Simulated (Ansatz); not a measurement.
The calculation used Ansatz, DFT PBE, scalar-relativistic, plane waves, PAW. All cells share a 420 eV cutoff and Γ-centred k meshes spaced at most about 0.3 Å⁻¹ (about 0.25 or finer for metals, 2π included). No spin polarisation in the final relaxations.

Temperature and zero-point effects are left out.

Compare these two cells of InGa₃As₄, each relaxed at this level.

A.

```yaml
crystal:
  lattice:
    - [4.13409, 0.00000, 0.00000]
    - [0.00000, 4.13409, 0.00000]
    - [0.00000, 0.00000, 11.76055]
  atoms:
    - { symbol: In, position: [0.00000, 0.00000, 0.00000] }
    - { symbol: Ga, position: [0.50000, 0.50000, 0.25905] }
    - { symbol: Ga, position: [0.00000, 0.00000, 0.50000] }
    - { symbol: Ga, position: [0.50000, 0.50000, 0.74095] }
    - { symbol: As, position: [0.50000, 0.00000, 0.37959] }
    - { symbol: As, position: [0.00000, 0.50000, 0.62041] }
    - { symbol: As, position: [0.50000, 0.00000, 0.86029] }
    - { symbol: As, position: [0.00000, 0.50000, 0.13971] }
```

B.

```yaml
crystal:
  lattice:
    - [5.85778, 0.00000, 0.00000]
    - [0.00000, 5.85778, 0.00000]
    - [0.00000, 0.00000, 5.85778]
  atoms:
    - { symbol: In, position: [0.00000, 0.00000, 0.00000] }
    - { symbol: Ga, position: [0.50000, 0.00000, 0.50000] }
    - { symbol: Ga, position: [0.50000, 0.50000, 0.00000] }
    - { symbol: Ga, position: [0.00000, 0.50000, 0.50000] }
    - { symbol: As, position: [0.25937, 0.74063, 0.74063] }
    - { symbol: As, position: [0.25937, 0.25937, 0.25937] }
    - { symbol: As, position: [0.74063, 0.74063, 0.25937] }
    - { symbol: As, position: [0.74063, 0.25937, 0.74063] }
```

Question: Which placement of the atoms is lower in energy, and by how much?

Answer: They are level within the accuracy (3 meV/atom apart, with A the lower in these runs). The two share one framework of sites and differ in which element sits where. A has In and Ga ordered on zinc blende sites, space group P-4m2 (No. 115), 25.1 Å³/atom and no gap on its mesh; B has In and Ga ordered on zinc blende sites, space group P-43m (No. 215), 25.1 Å³/atom and no gap. Counting As atoms around Ga and In (those within 1.25 times the shortest such distance or 1.15 times the sum of covalent radii), A and B both have In 4, Ga 4. Both come from invented guesses.

The zero gap of P-4m2, P-43m may come from the functional, which often closes small gaps. Cells relaxed within their symmetry can be saddle points.
